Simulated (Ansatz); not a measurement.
What BeSe2 must beat in the Be–Se system

All numbers below come from Ansatz, DFT PBE, scalar-relativistic, plane waves, PAW. All cells share a 420 eV cutoff and Γ-centred k meshes spaced at most about 0.3 Å⁻¹ (about 0.25 or finer for metals, 2π included). No spin polarisation.

The zero of energy is the elements' standard structures at the same level; no fitted shifts are applied.

These are static total energies at zero pressure. No dispersion correction is applied, so the spacing and binding between layers, chains or molecules are poorly described (BeSe2 P4/nmm, BeSe3 P-42_1m). The reference form of Se is held partly by dispersion forces, which this level lacks.

The table holds the lowest structure computed at each composition within 0.1 eV/atom of the hull, and the phase in question; other known phases may be missing.

```
phase                     form    source   x(Se)  ΔE_f (eV/atom)
   Be                  element         -  0.0000           0.000
 BeSe  zinc blende type, F-43m       COD  0.5000          -0.797
BeSe2                   P4/nmm  invented  0.6667               ?
BeSe3                  P-42_1m  invented  0.7500          -0.325
   Se                  element         -  1.0000           0.000
```

Question: Below what formation energy would BeSe2 be stable against the other rows?

Answer: The lowest mixture at x = 0.6667 joins BeSe (x = 0.5000) and Se (x = 1.0000). The lever rule gives a share t = (0.6667 − 0.5000)/(1.0000 − 0.5000) = 0.333 of the atoms in Se, so the tie line stands at -0.797 + 0.333 × (0.000 − (-0.797)) = -0.532 eV/atom.

Question: What does the calculation give, and what follows?

Answer: The cell (P4/nmm; a = 3.694 Å, c = 11.472 Å) has -0.391 eV/atom, 141 meV/atom above the line. So it would part into BeSe and Se at 0 K.

BeSe dominates this system: the invented BeSe2 cell has a negative formation energy, yet it loses to a mixture of BeSe and Se. Forming exothermically from the elements is therefore not enough. BeSe3 also lies above the BeSe–Se line, and BeSe2 would still be unfavourable against a mixture of BeSe and BeSe3.

The likely reason is the strength of the polar covalent Be–Se bonds in zinc blende BeSe, where every atom is tetrahedrally coordinated and beryllium's two valence electrons complete the selenide octet. Further selenium finds no more electrons to take from beryllium, so a closed-shell BeSe2 would need Se–Se bonds, as in a polyselenide. The small, strongly polarising Be2+ ion probably favours compact selenide over such larger anions, whereas the large Ba2+ ion supports known polyselenides.

The result counts against this P4/nmm arrangement, not against every structure of the same composition; nor does it show whether the cell is a local minimum that could persist as a metastable phase.
